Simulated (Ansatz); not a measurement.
TaN:

```
Ta N
1.0
     2.93800    0.00000    0.00000
    -1.46900    2.54438    0.00000
     0.00000    0.00000    2.88300
Ta N
1 1
Direct
  0.00000 0.00000 0.50000
  0.66667 0.33333 0.00000
```

Base run:

| Property | Result |
| --- | --- |
| Program | Ansatz 0.2.0 |
| Functional | PBEsol |
| Potentials or basis | all-electron LAPW, scalar-relativistic |
| Cutoff | 350 eV (chosen from the basis error) |
| Basis error allowed | 0.001 eV/atom |
| k mesh | 10 × 10 × 9 |
| Occupations | fermi-dirac, width 0.05 eV |
| Spin | no spin polarisation |
| Hubbard terms | Ta d U = 6 eV |

Its results: band gap on the k mesh none (metal or under the smearing width); pressure 1.3 GPa.

Problem. The run is repeated on the same cell with these changes: hubbard terms from Ta d U = 6 eV to Ta d U = 2 eV. What comes out?

Solution. Band gap on the k mesh none (metal or under the smearing width); pressure -3.1 GPa.

Caveats: U is the effective U less J, on atomic orbitals that reach past the spheres; U without spin polarisation on a metal has little footing.
